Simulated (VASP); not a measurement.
# HfN (Immm) in VASP: single point with LDA

Aim: the single point of HfN with LDA.

Program: VASP 6.6.1. These are calculated values, not measurements. Logs are shortened: lines on timing, memory, paths and dates and some standing lists are left out, and cuts for length are marked.

### Step 1. The cell of the first run

The structure is orthorhombic, space group Immm (No. 71). The conventional cell has a = 3.111 Å, b = 3.279 Å, c = 4.518 Å, α = 90.00°, β = 90.00°, γ = 90.00°. Hf (site symmetry mmm) has 6 N at 2.26 Å as nearest neighbours. N (site symmetry mmm) is surrounded by 6 Hf at 2.26 Å.

### Step 2. Single point, LDA (strain +0.0525 x Voigt [0, 0, 0, 1, 0, 0], atoms carried along)

INCAR

```
PREC = Accurate
ENCUT = 520
EDIFF = 1E-7
ISMEAR = 0
SIGMA = 0.15
LREAL = F
LASPH = T
NELM = 60
ALGO = Fast
ISIF = 2
LWAVE = F
LCHARG = F
NBANDS = 14
```

KPOINTS

```
regular mesh
0
Gamma
  18 18 18
```

POSCAR

```
HfN
1.0
    0.0000000000      2.3182987500      2.3182987500
    2.2590000000      0.0592987500      2.2590000000
    2.2590000000      2.2590000000      0.0592987500
Hf N
1 1
Direct
    0.0000000000      0.0000000000      0.0000000000
    0.5000000000      0.5000000000      0.5000000000
```

Potentials or basis: VASP PAW LDA potentials, release 64 (Hf_pv, N).

Started as:

```console
$ cat potpaw_LDA.64/Hf_pv/POTCAR potpaw_LDA.64/N/POTCAR > POTCAR
$ mpirun -np 1 vasp_std > vasp.out
```

OUTCAR:

```text
PREC = Accurate
   ENCUT = 520
   EDIFF = 1E-7
   ISMEAR = 0
   LREAL = F
   LASPH = T
   NELM = 60
   ISIF = 2

 ion  position               nearest neighbor table
   1  0.000  0.000  0.000-   2 2.26   2 2.26   2 2.26   2 2.26   2 2.26   2 2.26
   2  0.500  0.500  0.500-   1 2.26   1 2.26   1 2.26   1 2.26   1 2.26   1 2.26

  LATTYP: Found a body centered orthorhombic cell.
 ALAT       =     3.1108473409
 B/A-ratio  =     1.0539152760
 C/A-ratio  =     1.4523374196

  Lattice vectors:

 A1 = (  -2.2590000000,   2.2590000000,   0.0592987500)
 A2 = (  -2.2590000000,  -2.2590000000,  -0.0592987500)
 A3 = (   2.2590000000,   0.0592987500,   2.2590000000)

Analysis of symmetry for initial positions (statically):
=====================================================================
 Subroutine PRICEL returns:
 Original cell was already a primitive cell.

 Routine SETGRP: Setting up the symmetry group for a
 body centered orthorhombic supercell.

 Subroutine GETGRP returns: Found  8 space group operations
 (whereof  8 operations were pure point group operations)
 out of a pool of  8 trial point group operations.

The static configuration has the point symmetry D_2h.

Analysis of symmetry for dynamics (positions and initial velocities):
=====================================================================
 Subroutine PRICEL returns:
 Original cell was already a primitive cell.

 Routine SETGRP: Setting up the symmetry group for a
 body centered orthorhombic supercell.

 Subroutine GETGRP returns: Found  8 space group operations
 (whereof  8 operations were pure point group operations)
 out of a pool of  8 trial point group operations.

The dynamic configuration has the point symmetry D_2h.

 Subroutine INISYM returns: Found  8 space group operations
 (whereof  8 operations are pure point group operations),
 and found     1 'primitive' translations

----------------------------------------------------------------------------------------

                                     Primitive cell

  volume of cell :      23.0398

  direct lattice vectors                    reciprocal lattice vectors
     0.000000000  2.318298750  2.318298750    -0.221336875  0.215675396  0.215675396
     2.259000000  0.059298750  2.259000000     0.221336875 -0.227303594  0.227303594
     2.259000000  2.259000000  0.059298750     0.221336875  0.227303594 -0.227303594

  length of vectors
     3.278569534  3.195258728  3.195258728     0.376857751  0.390286894  0.390286894

  position of ions in fractional coordinates (direct lattice)
     0.000000000  0.000000000  0.000000000
     0.500000000  0.500000000  0.500000000

  ion indices of the primitive-cell ions
   primitive index   ion index
                 1           1
                 2           2

----------------------------------------------------------------------------------------

 KPOINTS: regular mesh

Automatic generation of k-mesh.
 Grid dimensions read from file:
 generate k-points for:   18   18   18

 Generating k-lattice:

  Cartesian coordinates                     Fractional coordinates (reciprocal lattice)
    -0.012296493  0.011981966  0.011981966     0.055555556  0.000000000  0.000000000
     0.012296493 -0.012627977  0.012627977     0.000000000  0.055555556  0.000000000
     0.012296493  0.012627977 -0.012627977     0.000000000  0.000000000  0.055555556

  Length of vectors
     0.020936542  0.021682605  0.021682605

  Shift w.r.t. Gamma in fractional coordinates (k-lattice)
     0.000000000  0.000000000  0.000000000

 Subroutine IBZKPT returns following result:
 ===========================================

 Found    865 irreducible k-points:

 Following reciprocal coordinates:
            Coordinates               Weight
  0.000000  0.000000  0.000000      1.000000
  0.055556 -0.000000 -0.000000      4.000000
  0.111111 -0.000000 -0.000000      4.000000
  0.166667 -0.000000  0.000000      4.000000
  0.222222  0.000000  0.000000      4.000000
  0.277778 -0.000000 -0.000000      4.000000
[... 16 lines left out ...]
 -0.333333  0.055556  0.000000      8.000000
 -0.277778  0.055556  0.000000      8.000000
 [... further k-points ...]
   k-points           NKPTS =    865   k-points in BZ     NKDIM =    865   number of bands    NBANDS=     14
   number of dos      NEDOS =    301   number of ions     NIONS =      2
   total plane-waves  NPLWV =  13824
   dimension x,y,z NGX =    24 NGY =   24 NGZ =   24
   dimension x,y,z NGXF=    48 NGYF=   48 NGZF=   48
   ions per type =               1   1
   NGX,Y,Z   is equivalent  to a cutoff of  12.17, 12.49, 12.49 a.u.
   NGXF,Y,Z  is equivalent  to a cutoff of  24.34, 24.97, 24.97 a.u.
 SYSTEM =  unknown system
   PREC   = accura    normal or accurate (medium, high low for compatibility)
   ISTART =      0    job   : 0-new  1-cont  2-samecut
   ICHARG =      2    charge: 1-file 2-atom 10-const
   ISPIN  =      1    spin polarized calculation?
   LNONCOLLINEAR =      F non collinear calculations
   LSORBIT =      F    spin-orbit coupling
   LASPH  =      T    aspherical Exc in radial PAW
   ENCUT  =  520.0 eV  38.22 Ry    6.18 a.u.   6.10  5.94  5.94*2*pi/ulx,y,z
   NELM   =     60;   NELMIN=  2; NELMDL= -5     # of ELM steps
   EDIFF  = 0.1E-06   stopping-criterion for ELM
   LREAL  =      F    real-space projection
   EDIFFG = 0.1E-05   stopping-criterion for IOM
   NSW    =      0    number of steps for IOM
   IBRION =     -1    ionic relax: 0-MD 1-quasi-New 2-CG
   NFREE  =      0    steps in history (QN), initial steepest desc. (CG)
   ISIF   =      2    stress and relaxation
   ISYM   =      2    0-nonsym 1-usesym 2-fastsym
   POTIM  = 0.5000    time-step for ionic-motion
   TEBEG  =    0.0;   TEEND  =   0.0 temperature during run
   PSTRESS=    0.0 pullay stress
   NELECT =      15.0000    total number of electrons
   NUPDOWN=      -1.0000    fix difference up-down
   EMIN   =  10.00;   EMAX   =-10.00  energy-range for DOS
   EFERMI =   0.00;   METHOD = LEGACY
   ISMEAR =     0;   SIGMA  =   0.15  broadening in eV -4-tet -1-fermi 0-gaus
   EFERMI_NEDOS =   21; number of points for ismear=-14 and -15
   IALGO  =     68    algorithm
   IMIX   =      4    mixing-type and parameters
     AMIX     =   0.40;   BMIX     =  1.00
     AMIX_MAG =   1.60;   BMIX_MAG =  1.00
  volume/ion in A,a.u.               =      11.52        77.74
  Fermi-wavevector in a.u.,A,eV,Ry     =   1.418879  2.681293 27.391503  2.013219
  Thomas-Fermi vector in A             =   2.539959
   LORBIT       =      0    0 simple, 1 ext, 2 COOP (PROOUT), +10 PAW based schemes
   GGA     = CA    functional components
   LHFCALC =     F    Hartree Fock is set to
   AEXX    =    0.0000 exact exchange contribution
   IVDW    =     0    specifies the selected vdW correction
   LEPSILON=     F    determine dielectric tensor
   LRPA    =     F    only Hartree local field effects (RPA)
 non-spin polarized calculation
 RMM-DIIS sequential band-by-band and
 Gauss-broadening in eV      SIGMA  =   0.15
  energy-cutoff  :      520.00
  volume of cell :       23.04
 maximum number of plane-waves:       634
   NGX = 13   NGY = 11   NGZ = 11

 number of electron      15.0000000 magnetization

 Free energy of the ion-electron system (eV)
  ---------------------------------------------------
  ext. energy  EPLUGINS =         0.00000000
  ---------------------------------------------------
  free energy    TOTEN  =       -23.82047105 eV

  energy without entropy =      -23.81342916  energy(sigma->0) =      -23.81695011

 E-fermi :   8.1741     XC(G=0): -12.9840

 val. band max:        8.1669239121   @ k =   0.0000  -0.0556   0.0556
 cond. band min:       8.1786132629   @ k =  -0.1667  -0.3889   0.1667
 fundamental gap:      0.0116893508
 Fermi energy:         8.1740694593

 k-point     1 :       0.0000    0.0000    0.0000
  band No.  band energies     occupation
      1     -22.7701      2.00000
      2     -22.7425      2.00000
      3     -22.7007      2.00000
      4      -9.0324      2.00000
      5       5.1282      2.00000
      6       5.2465      2.00000
      7       5.4103      2.00000
      8       7.4092      2.00000
      9       7.6893      2.00000
     10       8.2299      0.59865
     11      10.1182      0.00000
     12      10.1434      0.00000
     13      10.3010      0.00000
     14      17.8792      0.00000

 k-point     2 :       0.0556   -0.0000   -0.0000
  band No.  band energies     occupation
      1     -22.7954      2.00000
      2     -22.7503      2.00000
      3     -22.7035      2.00000
      4      -8.9604      2.00000
      5       4.8088      2.00000
      6       5.0185      2.00000
      7       5.2309      2.00000
      8       7.5552      2.00000
      9       7.8292      1.99885
     10       8.3315      0.13772
     11      10.3606      0.00000
     12      10.3789      0.00000
     13      10.4897      0.00000
     14      18.0951      0.00000

 k-point     3 :       0.1111   -0.0000   -0.0000
  band No.  band energies     occupation
      1     -22.8818      2.00000
      2     -22.7583      2.00000
      3     -22.7114      2.00000
      4      -8.7515      2.00000
      5       4.0372      2.00000
      6       4.5379      2.00000
      7       4.7955      2.00000
      8       7.8585      1.99708
      9       8.1215      1.38004
     10       8.6041      0.00005
     11      11.0051      0.00000
     12      11.0083      0.00000
     13      11.0158      0.00000
     14      18.7092      0.00000
[... 324 lines left out ...]
 k-point    23 :      -0.3333    0.0556    0.0000
  band No.  band energies     occupation
      1     -23.5237      2.00000
      2     -22.8155      2.00000
      3     -22.7831      2.00000
      4      -6.9353      2.00000
      5       0.3199      2.00000
      6       2.3920      2.00000
      7       2.8915      2.00000
      8       9.5362      0.00000
      9      10.2800      0.00000
     10      11.4731      0.00000
     11      13.5284      0.00000
     12      14.9323      0.00000
     13      15.8190      0.00000
     14      20.3764      0.00000

 k-point    24 :      -0.2778    0.0556    0.0000
  band No.  band energies     occupation
      1     -23.3885      2.00000
      2     -22.8055      2.00000
      3     -22.7690      2.00000
      4      -7.3728      2.00000
      5       1.0117      2.00000
      6       2.7123      2.00000
      7       3.2570      2.00000
      8       9.0440      0.00000
      9       9.5958      0.00000
     10      10.8454      0.00000
     11      12.9746      0.00000
     12      14.1907      0.00000
     13      14.8965      0.00000
     14      20.8801      0.00000

 [... further k-points ...]

------------------------ aborting loop because EDIFF is reached ----------------------------------------

  FORCE on cell =-STRESS in cart. coord.  units (eV):
  Direction    XX          YY          ZZ          XY          YZ          ZX
  --------------------------------------------------------------------------------------
  -------------------------------------------------------------------------------------
  Total       -1.5332342     -1.4692259     -1.4692259     -0.0000000     -0.9526208      0.0000000
  in kB     -106.6202605   -102.1691585   -102.1691585     -0.0000000    -66.2447256      0.0000000
  external PRESSURE =    -103.6528591 kB  Pullay stress =       0.0000000 kB

 VOLUME and BASIS-vectors are now :
 -----------------------------------------------------------------------------
  energy-cutoff  :      520.00
  volume of cell :       23.04
      direct lattice vectors                 reciprocal lattice vectors
     0.000000000  2.318298750  2.318298750    -0.221336875  0.215675396  0.215675396
     2.259000000  0.059298750  2.259000000     0.221336875 -0.227303594  0.227303594
     2.259000000  2.259000000  0.059298750     0.221336875  0.227303594 -0.227303594

 POSITION                                       TOTAL-FORCE (eV/Angst)
 -----------------------------------------------------------------------------------
      0.00000      0.00000      0.00000        -0.000000      0.000000     -0.000000
      2.25900      2.31830      2.31830         0.000000     -0.000000      0.000000
 -----------------------------------------------------------------------------------
    total drift:                                0.000000     -0.000000     -0.000000

  FREE ENERGIE OF THE ION-ELECTRON SYSTEM (eV)
  ---------------------------------------------------
  free  energy   TOTEN  =       -23.8204710529 eV

  energy  without entropy=      -23.8134291628  energy(sigma->0) =      -23.81695011
```

Wall time 1.8 min (1 thread of Intel Xeon 6975P-C (Granite Rapids), shared host); peak memory 0.37 GiB.

What came out:

- Free energy: -23.8205 eV
- Pressure: -10.4 GPa
- Band gap on the k mesh: none (metal or under the smearing width)

Levels at points of the mesh, in eV from the Fermi level:
| k point | band 4 | band 5 | band 6 | band 7 | band 8 | band 9 | band 10 | band 11 | band 12 | band 13 |
| --- | --- | --- | --- | --- | --- | --- | --- | --- | --- | --- |
| (0.00, 0.00, 0.00) | -17.21 | -3.05 | -2.93 | -2.76 | -0.76 | -0.48 | 0.06 | 1.94 | 1.97 | 2.13 |
| (0.50, 0.00, 0.00) | -14.43 | -8.84 | -6.16 | -5.77 | 2.73 | 3.67 | 3.86 | 4.68 | 8.63 | 8.77 |
| (0.00, 0.50, 0.00) | -14.34 | -8.78 | -6.44 | -6.09 | 3.15 | 3.54 | 4.41 | 4.53 | 8.91 | 9.00 |
| (0.50, 0.50, 0.00) | -16.08 | -5.27 | -3.80 | -3.57 | -3.57 | 3.99 | 5.30 | 5.49 | 5.84 | 8.12 |
| (0.00, 0.50, 0.50) | -16.09 | -5.27 | -3.81 | -3.76 | -3.36 | 4.10 | 5.50 | 5.54 | 5.71 | 7.97 |
